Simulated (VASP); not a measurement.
## Vibrations of SnO2 (Cassiterite): a test of the settings

How far do the zone-centre frequencies of SnO2 (Cassiterite) depend on the numerical settings? The starting structure is a measured crystal structure from the Crystallography Open Database.

Calculated with VASP 6.6.1; Kohn-Sham DFT with plane waves and PAW; LDA.

**1. Set-up**

Symmetry: P4_2/mnm, No. 136, tetragonal system. The conventional cell has a = 4.738 Å, b = 4.738 Å, c = 3.187 Å, α = 90.00°, β = 90.00°, γ = 90.00°. Sn has 6 O at 2.05 to 2.06 Å nearest. Nearest to O lie 3 Sn at 2.05 to 2.06 Å. Farther neighbours and most contacts between anions are not listed.

**2. Reference modes**

The cell comes from a relaxation at this level, not shown (71.49 Å³).

INCAR

```
SYSTEM = SnO2
PREC = Accurate
ENCUT = 520
EDIFF = 1E-08
NELM = 100
ISMEAR = 0
SIGMA = 0.03
LREAL = .FALSE.
ALGO = Normal
GGA = CA
NBANDS = 32
LORBIT = 11
LWAVE = .FALSE.
LCHARG = .FALSE.
KPAR = 8
IBRION = 6
NFREE = 2
POTIM = 0.015
NSW = 1
ISIF = 2
```

POSCAR

```
SnO2
1.0
    4.7290715677      0.0000000000      0.0000000000
    0.0000000000      4.7290715677      0.0000000000
    0.0000000000      0.0000000000      3.1967100216
Sn O
2 4
Direct
    0.5000000000      0.5000000000      0.5000000000
    0.0000000000      0.0000000000      0.0000000000
    0.8060430162      0.1939569838      0.5000000000
    0.6939569838      0.6939569838      0.0000000000
    0.1939569838      0.8060430162      0.5000000000
    0.3060430162      0.3060430162      0.0000000000
```

KPOINTS

```
Automatic mesh
0
Gamma
6 6 6
0 0 0
```

The projector-augmented-wave data sets are Sn_d and O (LDA family, release 64).

Started as:

```bash
> mpirun -np 8 vasp_std
```

Output:

```text
[banner, memory and clock lines left out]
running    8 mpi-ranks, on    1 nodes
 distrk:  each k-point on    1 cores,    8 groups
 distr:  one band on    1 cores,    1 groups

 POSCAR found type information on POSCAR SnO
 POSCAR found :  2 types and       6 ions
|                                                                             |
|           W    W    AA    RRRRR   N    N  II  N    N   GGGG   !!!           |
|           W    W   A  A   R    R  NN   N  II  NN   N  G    G  !!!           |
|           W    W  A    A  R    R  N N  N  II  N N  N  G       !!!           |
|           W WW W  AAAAAA  RRRRR   N  N N  II  N  N N  G  GGG   !            |
|           WW  WW  A    A  R   R   N   NN  II  N   NN  G    G                |
|           W    W  A    A  R    R  N    N  II  N    N   GGGG   !!!           |
|                                                                             |
|     For optimal performance we recommend to set                             |
|       NCORE = 2 up to number-of-cores-per-socket                            |
|     NCORE specifies how many cores store one orbital (NPAR=cpu/NCORE).      |
|     This setting can greatly improve the performance of VASP for DFT.       |
|     The default, NCORE=1 might be grossly inefficient on modern             |
|     multi-core architectures or massively parallel machines. Do your        |
|     Unfortunately you need to use the default for GW and RPA                |
|     calculations (for HF NCORE is supported but not extensively tested      |
|     yet).                                                                   |
|                                                                             |

 LDA part: xc-table for (Slater(with rela. corr.)+CA(PZ))
 , standard interpolation
 POSCAR, INCAR and KPOINTS ok, starting setup
 FFT: planning ... GRIDC
 FFT: planning ... GRID_SOFT
 FFT: planning ... GRID
 WAVECAR not read
 entering main loop
       N       E                     dE             d eps       ncg     rms          rms(c)
DAV:   1     0.638303096309E+03    0.63830E+03   -0.26468E+04  2776   0.254E+03
DAV:   2     0.506145412807E+02   -0.58769E+03   -0.56266E+03  2840   0.682E+02
DAV:   3    -0.436497399351E+02   -0.94264E+02   -0.93111E+02  2936   0.223E+02
DAV:   4    -0.483022452021E+02   -0.46525E+01   -0.46328E+01  3096   0.548E+01
DAV:   5    -0.484442260896E+02   -0.14198E+00   -0.14195E+00  3280   0.980E+00    0.158E+01
DAV:   6    -0.423418529154E+02    0.61024E+01   -0.22169E+01  4200   0.701E+01    0.614E+00
DAV:   7    -0.423742774156E+02   -0.32425E-01   -0.20543E+00  2968   0.839E+00    0.324E+00
DAV:   8    -0.422975500069E+02    0.76727E-01   -0.28776E-01  4008   0.511E+00    0.740E-01
DAV:   9    -0.422811139394E+02    0.16436E-01   -0.65265E-02  4080   0.376E+00    0.132E-01
DAV:  10    -0.422812697342E+02   -0.15579E-03   -0.45511E-03  3648   0.585E-01    0.466E-02
DAV:  11    -0.422812755937E+02   -0.58595E-05   -0.22277E-04  4096   0.202E-01    0.218E-02
DAV:  12    -0.422812794380E+02   -0.38443E-05   -0.23322E-05  3328   0.417E-02    0.156E-02
DAV:  13    -0.422812753357E+02    0.41023E-05   -0.15203E-05  4080   0.497E-02    0.172E-03
DAV:  14    -0.422812754474E+02   -0.11171E-06   -0.14356E-06  3104   0.948E-03    0.821E-04
DAV:  15    -0.422812754519E+02   -0.44956E-08   -0.74113E-08  3472   0.216E-03
   1 F= -.42281275E+02 E0= -.42281275E+02  d E =-.656423E-25
[... from here on, the cycles between the ionic steps are left out ...]
   2 F= -.42278536E+02 E0= -.42278536E+02  d E =-.291061E-24
   3 F= -.42278536E+02 E0= -.42278536E+02  d E =-.290896E-24
   4 F= -.42279014E+02 E0= -.42279014E+02  d E =-.504726E-25
   5 F= -.42279014E+02 E0= -.42279014E+02  d E =-.506628E-25
   6 F= -.42279767E+02 E0= -.42279767E+02  d E =-.617667E-29
   7 F= -.42279722E+02 E0= -.42279722E+02  d E =-.329402E-25
   8 F= -.42279799E+02 E0= -.42279799E+02  d E =-.129229E-24
 Finite differences progress:
  Degree of freedom:   4/  4
  Displacement:        1/  2
  Total:               7/  8
 bond charge predicted
       N       E                     dE             d eps       ncg     rms          rms(c)
DAV:   1    -0.422757790405E+02    0.40197E-02   -0.39053E+00  4424   0.107E+01    0.266E-01
DAV:   2    -0.422804074133E+02   -0.46284E-02   -0.58615E-02  5448   0.167E+00    0.144E-01
DAV:   3    -0.422798524256E+02    0.55499E-03   -0.15582E-03  5352   0.330E-01    0.561E-02
DAV:   4    -0.422797962739E+02    0.56152E-04   -0.47719E-04  5776   0.163E-01    0.192E-02
DAV:   5    -0.422797995711E+02   -0.32972E-05   -0.65527E-05  4904   0.578E-02    0.119E-02
DAV:   6    -0.422797990678E+02    0.50335E-06   -0.28233E-06  5968   0.162E-02    0.422E-03
DAV:   7    -0.422797987285E+02    0.33931E-06   -0.99209E-07  5256   0.937E-03    0.561E-04
DAV:   8    -0.422797987533E+02   -0.24821E-07   -0.26397E-07  5336   0.336E-03    0.506E-04
DAV:   9    -0.422797987521E+02    0.11487E-08   -0.75824E-09  3432   0.851E-04
   9 F= -.42279799E+02 E0= -.42279799E+02  d E =-.128976E-24
 Finite differences progress:
  Degree of freedom:   4/  4
  Displacement:        2/  2
  Total:               8/  8
```

It took 87 s on 8 MPI ranks of Intel Xeon Platinum 8259CL at 2.50GHz (Skylake/Cascade Lake), shared host; peak memory 2.9 GiB.

The logs omit lines about the potential files and the build; timing stands in the text.

OUTCAR, selected parts (step 2):

```text
ion  position               nearest neighbor table
   1  0.500  0.500  0.500-   3 2.05   5 2.05   4 2.06   6 2.06   4 2.06   6 2.06   2 3.71   2 3.71
                             2 3.71   2 3.71   2 3.71   2 3.71   2 3.71   2 3.71
   2  0.000  0.000  0.000-   4 2.05   6 2.05   5 2.06   3 2.06   3 2.06   5 2.06   1 3.71   1 3.71
                             1 3.71   1 3.71   1 3.71   1 3.71   1 3.71   1 3.71
   3  0.806  0.194  0.500-   1 2.05   2 2.06   2 2.06
   4  0.694  0.694  0.000-   2 2.05   1 2.06   1 2.06
   5  0.194  0.806  0.500-   1 2.05   2 2.06   2 2.06
   6  0.306  0.306  0.000-   2 2.05   1 2.06   1 2.06

  LATTYP: Found a simple tetragonal cell.
 ALAT       =     4.7290715677
 C/A-ratio  =     0.6759698972

 Subroutine GETGRP returns: Found 16 space group operations
 (whereof  8 operations were pure point group operations)

The static configuration has the point symmetry D_2h.
 The point group associated with its full space group is D_4h.

 Found     40 irreducible k-points:

   k-points           NKPTS =     40   k-points in BZ     NKDIM =     40   number of bands    NBANDS=     32

   dimension x,y,z NGX =    36 NGY =   36 NGZ =   24
   dimension x,y,z NGXF=    72 NGYF=   72 NGZF=   48

   ENCUT  =  520.0 eV  38.22 Ry    6.18 a.u.   8.79  8.79  5.94*2*pi/ulx,y,z

   NELECT =      52.0000    total number of electrons

 k-points in reciprocal lattice and weights: Automatic mesh
   0.00000000  0.00000000  0.00000000       0.005
   0.16666667  0.00000000  0.00000000       0.019
   0.33333333  0.00000000  0.00000000       0.019
   0.50000000  0.00000000  0.00000000       0.009
   0.16666667  0.16666667  0.00000000       0.019
   0.33333333  0.16666667  0.00000000       0.037
   0.50000000  0.16666667  0.00000000       0.019
   0.33333333  0.33333333  0.00000000       0.019
   0.50000000  0.33333333  0.00000000       0.019
[...]
0.50000000  0.33333333  0.50000000       0.019
   0.50000000  0.50000000  0.50000000       0.005

 average (electrostatic) potential at core
       1 -99.1943       2 -99.1940       3 -68.9845       4 -68.9846       5 -68.9847
       6 -68.9846

 E-fermi :   6.0849

 k-point     1 :       0.0000    0.0000    0.0000
  band No.  band energies     occupation
    ...
     22       4.5949      2.00000
     23       4.5951      2.00000
     24       5.0731      2.00000
     25       5.0734      2.00000
     26       5.8774      2.00000
     27       7.0145      0.00000
     28      11.7900      0.00000
     29      11.9228      0.00000
     30      11.9228      0.00000
     31      15.9663      0.00000
    ...

 k-point     2 :       0.1667    0.0000    0.0000
  band No.  band energies     occupation
    ...
     22       4.5170      2.00000
     23       4.6022      2.00000
     24       4.6186      2.00000
     25       5.0933      2.00000
     26       5.7324      2.00000
     27       7.7155      0.00000
     28      11.5735      0.00000
     29      12.0415      0.00000
     30      12.1749      0.00000
     31      16.2501      0.00000
    ...

 k-point     3 :       0.3333    0.0000    0.0000
  band No.  band energies     occupation
    ...
     22       4.2025      2.00000
     23       4.6193      2.00000
     24       4.6414      2.00000
     25       5.1451      2.00000
     26       5.4230      2.00000
     27       8.9651      0.00000
     28      11.0828      0.00000
     29      12.3860      0.00000
     30      12.5435      0.00000
     31      16.6122      0.00000
    ...

  Total       -0.0022047     -0.0022047      0.0157909     -0.0024205      0.0835707     -0.0835707
  in kB       -0.0494096     -0.0494096      0.3538848     -0.0542452      1.8728789     -1.8728783
  external PRESSURE =       0.0850219 kB  Pullay stress =       0.0000000 kB

  energy-cutoff  :      520.00
  volume of cell :       71.49
      direct lattice vectors                 reciprocal lattice vectors
     4.729071568  0.000000000  0.000000000     0.211457997  0.000000000  0.000000000
     0.000000000  4.729071568  0.000000000     0.000000000  0.211457997  0.000000000
     0.000000000  0.000000000  3.196710022     0.000000000  0.000000000  0.312821618

 POSITION                                       TOTAL-FORCE (eV/Angst)
 -----------------------------------------------------------------------------------
      2.36454      2.36454      1.59836         0.000476     -0.000476     -0.004702
      0.00000      0.00000      0.00000         0.003761     -0.003761     -0.143768
      3.81184      0.91724      1.58336        -0.002833      0.002833      0.197040
      3.28177      3.28177      0.00000        -0.001372     -0.001339     -0.026601
      0.91724      3.81184      1.59836        -0.001371      0.001371      0.004632
      1.44730      1.44730      0.00000         0.001339      0.001372     -0.026601
 -----------------------------------------------------------------------------------
    total drift:                               -0.000022      0.000023     -0.000278

  FREE ENERGIE OF THE ION-ELECTRON SYSTEM (eV)
  ---------------------------------------------------
  free  energy   TOTEN  =       -42.2797987521 eV

  energy  without entropy=      -42.2797987521  energy(sigma->0) =      -42.27979875

 Eigenvectors and eigenvalues of the dynamical matrix
 ----------------------------------------------------

   1 f  =   22.620754 THz   142.130388 2PiTHz  754.547129 cm-1    93.551879 meV
             X         Y         Z           dx          dy          dz
      2.364536  2.364536  1.598355     0.000000    0.000000   -0.000000
      0.000000  0.000000  0.000000     0.000000    0.000000   -0.000000
      3.811835  0.917236  1.598355    -0.353553    0.353553   -0.000000
      3.281772  3.281772  0.000000    -0.353553   -0.353553    0.000000
      0.917236  3.811835  1.598355     0.353553   -0.353553    0.000000
      1.447299  1.447299  0.000000     0.353553    0.353553   -0.000000

   2 f  =   18.826307 THz   118.289176 2PiTHz  627.978008 cm-1    77.859315 meV
             X         Y         Z           dx          dy          dz
      2.364536  2.364536  1.598355     0.000000    0.000000   -0.000000
      0.000000  0.000000  0.000000     0.000000    0.000000   -0.000000
      3.811835  0.917236  1.598355    -0.353553    0.353553    0.000000
      3.281772  3.281772  0.000000     0.353553    0.353553    0.000000
      0.917236  3.811835  1.598355     0.353553   -0.353553    0.000000
      1.447299  1.447299  0.000000    -0.353553   -0.353553   -0.000000

   3 f  =   17.983823 THz   112.995694 2PiTHz  599.875771 cm-1    74.375083 meV
             X         Y         Z           dx          dy          dz
      2.364536  2.364536  1.598355    -0.053469    0.164410   -0.000000
      0.000000  0.000000  0.000000    -0.109619    0.190232   -0.000000
      3.811835  0.917236  1.598355     0.474278   -0.408494   -0.000000
      3.281772  3.281772  0.000000    -0.252208   -0.074408    0.000000
      0.917236  3.811835  1.598355     0.474278   -0.408494    0.000000
      1.447299  1.447299  0.000000    -0.252208   -0.074408   -0.000000

   4 f  =   17.983823 THz   112.995694 2PiTHz  599.875771 cm-1    74.375083 meV
             X         Y         Z           dx          dy          dz
      2.364536  2.364536  1.598355    -0.190232   -0.109619   -0.000000
      0.000000  0.000000  0.000000    -0.164410   -0.053469    0.000000
      3.811835  0.917236  1.598355     0.074408   -0.252208   -0.000000
      3.281772  3.281772  0.000000     0.408494    0.474278    0.000000
      0.917236  3.811835  1.598355     0.074408   -0.252208    0.000000
      1.447299  1.447299  0.000000     0.408494    0.474278    0.000000

   5 f  =   16.795390 THz   105.528550 2PiTHz  560.233920 cm-1    69.460122 meV
             X         Y         Z           dx          dy          dz
      2.364536  2.364536  1.598355     0.000000    0.000000   -0.206947
      0.000000  0.000000  0.000000     0.000000    0.000000    0.206947
      3.811835  0.917236  1.598355    -0.000000    0.000000   -0.478107
      3.281772  3.281772  0.000000    -0.000000   -0.000000    0.478107
      0.917236  3.811835  1.598355     0.000000    0.000000   -0.478107
      1.447299  1.447299  0.000000    -0.000000   -0.000000    0.478107

   6 f  =   13.997174 THz    87.946838 2PiTHz  466.895469 cm-1    57.887634 meV
             X         Y         Z           dx          dy          dz
      2.364536  2.364536  1.598355     0.000000    0.000000   -0.000000
      0.000000  0.000000  0.000000     0.000000   -0.000000   -0.000000
      3.811835  0.917236  1.598355     0.000000    0.000000    0.706565
      3.281772  3.281772  0.000000    -0.000000   -0.000000   -0.027664
      0.917236  3.811835  1.598355     0.000000   -0.000000   -0.706565
      1.447299  1.447299  0.000000     0.000000    0.000000    0.027664

   7 f  =   13.997174 THz    87.946838 2PiTHz  466.895469 cm-1    57.887634 meV
             X         Y         Z           dx          dy          dz
      2.364536  2.364536  1.598355     0.000000   -0.000000   -0.000000
      0.000000  0.000000  0.000000     0.000000   -0.000000   -0.000000
      3.811835  0.917236  1.598355     0.000000    0.000000    0.027664
      3.281772  3.281772  0.000000     0.000000   -0.000000    0.706565
      0.917236  3.811835  1.598355    -0.000000   -0.000000   -0.027664
      1.447299  1.447299  0.000000    -0.000000    0.000000   -0.706565

   8 f  =   13.857885 THz    87.071661 2PiTHz  462.249296 cm-1    57.311583 meV
             X         Y         Z           dx          dy          dz
      2.364536  2.364536  1.598355     0.000000   -0.000000   -0.326145
      0.000000  0.000000  0.000000     0.000000   -0.000000   -0.326145
      3.811835  0.917236  1.598355     0.000000    0.000000    0.443638
      3.281772  3.281772  0.000000     0.000000   -0.000000    0.443638
      0.917236  3.811835  1.598355    -0.000000   -0.000000    0.443638
      1.447299  1.447299  0.000000    -0.000000    0.000000    0.443638

   9 f  =   10.407757 THz    65.393865 2PiTHz  347.165398 cm-1    43.043004 meV
             X         Y         Z           dx          dy          dz
      2.364536  2.364536  1.598355    -0.000000    0.000000    0.000000
      0.000000  0.000000  0.000000    -0.000000    0.000000    0.000000
      3.811835  0.917236  1.598355     0.353553    0.353553   -0.000000
      3.281772  3.281772  0.000000     0.353553   -0.353553   -0.000000
      0.917236  3.811835  1.598355    -0.353553   -0.353553   -0.000000
      1.447299  1.447299  0.000000    -0.353553    0.353553   -0.000000

  10 f  =    8.428354 THz    52.956913 2PiTHz  281.139641 cm-1    34.856857 meV
             X         Y         Z           dx          dy          dz
      2.364536  2.364536  1.598355     0.490832   -0.578610    0.000000
      0.000000  0.000000  0.000000    -0.354328    0.468425   -0.000000
      3.811835  0.917236  1.598355    -0.045925    0.016805   -0.000000
      3.281772  3.281772  0.000000    -0.139816    0.133123    0.000000
      0.917236  3.811835  1.598355    -0.045925    0.016805    0.000000
      1.447299  1.447299  0.000000    -0.139816    0.133123    0.000000

  11 f  =    8.428354 THz    52.956913 2PiTHz  281.139641 cm-1    34.856857 meV
             X         Y         Z           dx          dy          dz
      2.364536  2.364536  1.598355    -0.468425   -0.354328    0.000000
      0.000000  0.000000  0.000000     0.578610    0.490832   -0.000000
      3.811835  0.917236  1.598355    -0.133123   -0.139816    0.000000
      3.281772  3.281772  0.000000    -0.016805   -0.045925   -0.000000
      0.917236  3.811835  1.598355    -0.133123   -0.139816   -0.000000
      1.447299  1.447299  0.000000    -0.016805   -0.045925   -0.000000

  12 f  =    6.688844 THz    42.027249 2PiTHz  223.115834 cm-1    27.662825 meV
             X         Y         Z           dx          dy          dz
      2.364536  2.364536  1.598355    -0.316452   -0.324545    0.000000
      0.000000  0.000000  0.000000     0.039801   -0.082292   -0.000000
      3.811835  0.917236  1.598355     0.428637    0.440236   -0.000000
      3.281772  3.281772  0.000000    -0.052302    0.113195    0.000000
      0.917236  3.811835  1.598355     0.428637    0.440236    0.000000
      1.447299  1.447299  0.000000    -0.052302    0.113195    0.000000

  13 f  =    6.688844 THz    42.027249 2PiTHz  223.115834 cm-1    27.662825 meV
             X         Y         Z           dx          dy          dz
      2.364536  2.364536  1.598355     0.082292    0.039801    0.000000
      0.000000  0.000000  0.000000     0.324545   -0.316452   -0.000000
      3.811835  0.917236  1.598355    -0.113195   -0.052302   -0.000000
      3.281772  3.281772  0.000000    -0.440236    0.428637    0.000000
      0.917236  3.811835  1.598355    -0.113195   -0.052302    0.000000
      1.447299  1.447299  0.000000    -0.440236    0.428637   -0.000000
    [... 42 further lines ...]
      3.281772  3.281772  0.000000    -0.000000    0.000000    0.230620
      0.917236  3.811835  1.598355    -0.000000    0.000000    0.230620
      1.447299  1.447299  0.000000    -0.000000    0.000000    0.230620

 ELASTIC MODULI CONTR FROM IONIC RELAXATION (kBar)
 Direction    XX          YY          ZZ          XY          YZ          ZX
 --------------------------------------------------------------------------------
 XX         -70.0474     55.6522    -38.6618     -0.0000      0.0000     -0.0000
 YY          55.6522    -70.0474    -38.6618      0.0000     -0.0000      0.0000
 ZZ         -38.6618    -38.6618   -207.6708      0.0000     -0.0000     -0.0000
 XY          -0.0000      0.0000      0.0000    -32.1986      0.0000     -0.0000
 YZ           0.0000     -0.0000     -0.0000      0.0000   -216.7170     -0.0000
 ZX          -0.0000      0.0000     -0.0000     -0.0000     -0.0000   -216.7171
 --------------------------------------------------------------------------------

 total charge
# of ion       s       p       d       tot
------------------------------------------
    1        0.894   1.124  10.389  12.407
    2        0.894   1.124  10.389  12.407
    3        1.549   3.493   0.000   5.042
    4        1.549   3.493   0.000   5.042
    5        1.549   3.493   0.000   5.042
    6        1.549   3.493   0.000   5.042
--------------------------------------------------
tot          7.984  16.222  20.777  44.983

[... 3 further parts left out ...]
```

The last energy, forces, stress and levels in OUTCAR belong to the last displaced cell, not to the cell of POSCAR.

Reference: the zone-centre modes are at the top B2g 754.5, A1g 628.0, Eu (3) 599.9, B1u (2) 560.2 cm⁻¹, at the bottom Eu (2) 281.1, Eu (1) 223.1, B1u (1) 146.8, B1g 101.2 cm⁻¹, with 3 more of the listed ones between.

[end of part 1 of 2]

[Lines on the potential files, build, host, timing and source positions are cut from VASP's logs without a mark.]

[Logs are printed without paths, hosts, clocks, repeated set-up lines and the standing remarks that a program may print on its own settings, such as how far it seeks lower states.]

[Hosts, paths, dates, database ids (printed as entryN), source tags and the programs' standing remarks are cut or masked in the printed files.]
